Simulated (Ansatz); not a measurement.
Relaxing Ga

Theory: DFT PBE, scalar-relativistic, plane waves, PAW in Ansatz 0.2.0. Cutoff 420 eV, Γ-centred k mesh, Gaussian smearing, no spin polarisation in the final step.

Ga was placed on the dhcp structure type (P6_3/mmc, No. 194), at a guessed volume.

```
Ga
1.0
     3.08576    0.00000    0.00000
    -1.54288    2.67234    0.00000
     0.00000    0.00000    9.95217
Ga
4
Direct
  0.00000 0.00000 0.00000
  0.00000 0.00000 0.50000
  0.33333 0.66667 0.75000
  0.66667 0.33333 0.25000
```

Steps on the 18×18×6 mesh (4 atoms). 5 of 7 steps are shown, and the free energy counts from the last. Trial steps that were taken back and renewals of the plane-wave basis can be among the rows.

| step | ΔF (meV/atom) | V (Å³/atom) | P (GPa) |
| --- | --- | --- | --- |
| 1 | 17.9 | 20.52 | -3.12 |
| 2 | 0.5 | 19.05 | -0.19 |
| 3 | 0.0 | 18.93 | 0.11 |
| 4 | -0.4 | 18.92 | 0.16 |
| 7 | 0.0 | 18.98 | 0.00 |

A final relaxation ran on a 18×18×6 mesh. The relaxed crystal, P6_3/mmc (No. 194):

```cif
data_structure
_symmetry_space_group_name_H-M 'P6_3/mmc'
_symmetry_Int_Tables_number 194
_cell_length_a 2.9695
_cell_length_b 2.9695
_cell_length_c 9.9411
_cell_angle_alpha 90.000
_cell_angle_beta 90.000
_cell_angle_gamma 120.000
_cell_volume 75.91
loop_
_atom_site_label
_atom_site_type_symbol
_atom_site_symmetry_multiplicity
_atom_site_Wyckoff_symbol
_atom_site_fract_x
_atom_site_fract_y
_atom_site_fract_z
_atom_site_occupancy
Ga1 Ga 2 a 0.00000 0.00000 0.00000 1
Ga2 Ga 2 d 0.33333 0.66667 0.75000 1
```

```json
{
  "Volume per atom": "18.98 Å³",
  "Density": "6.10 g/cm³",
  "Energy over the standard structure": "0.02 eV/atom",
  "Gap on the 18×18×6 mesh": "0 eV (a metal)"
}
```

Energies count from the standard state of Ga at the same level.

The final run used a 18×18×6 mesh on its 4-atom cell and 0.10 eV smearing. For metals, differences of a few meV/atom aren't resolved.

A structure relaxed within its symmetry needn't be a true minimum.